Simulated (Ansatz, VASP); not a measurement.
# One calculation of Cu3Au (Auricupride), two programs

```
Cu Au
1.0
     3.71279    0.00000    0.00000
     0.00000    3.71279    0.00000
     0.00000    0.00000    3.71279
Cu Au
3 1
Direct
  0.00000 0.50000 0.50000
  0.50000 0.00000 0.50000
  0.50000 0.50000 0.00000
  0.00000 0.00000 0.00000
```

Alike in both runs: functional PBEsol; k mesh 12 × 12 × 12; occupations gaussian, width 0.1 eV; no spin polarisation.

Ansatz relaxed the structure, and its values are those at the end. VASP's run is a single point on that final structure, the one shown.

```csv
,VASP,Ansatz
version,VASP 6.6.1,Ansatz 0.2.0
potentials or method,"VASP PAW PBE potentials, release 64 (Cu, Au)","scalar-relativistic, plane waves, PAW"
plane-wave cutoff (eV),520,420
valence electrons in the cell,44,76
```

```csv
,VASP,Ansatz,Ansatz less VASP
gap on the k mesh at the Fermi level (eV),none,none,-
pressure (GPa),0.5,0.0,-0.47
```

A gap of «none» marks a metal or a gap that the smearing closes. The functional is the same, so the differences come from potentials, cutoffs and numerics. The two sets of potentials don't hold the same shells in valence.

Caveats: the PAW data sets were made with another functional, which shifts forces and pressure a little (VASP). The runs have no spin-orbit coupling, so splittings on Au are missing.
